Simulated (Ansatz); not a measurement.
**In: all-electron results**

```
In
1.0
     0.00000    2.39561    2.39561
     2.39561    0.00000    2.39561
     2.39561    2.39561    0.00000
In
1
Direct
  0.00000 0.00000 0.00000
```

The cell was built from the fcc type and relaxed in the same program, and has space group Fm-3m; it needn't be a known or the stable phase.

No spin–orbit coupling, which matters for the heavy atoms here.

Method: Ansatz 0.2.0, DFT, PBE, all-electron LAPW, scalar-relativistic.

The runs use a Γ-centred 15×15×15 k mesh, Fermi–Dirac smearing of 0.05 eV, basis error target 0.5 meV/atom, no spin polarisation.

```yaml
Pressure_at_this_cell: 0.01 GPa
Volume_per_atom: 27.50 Å³
```

Q: Density of states at the Fermi level (0.2 eV bin): what does the calculation give?

A: 0.40 states/eV per cell.

Q: Band gap: what does the calculation give?

A: none: with an odd electron count and no spin polarisation the bands can't all be full, a metal in this set-up (spin order or a larger cell could open a gap).
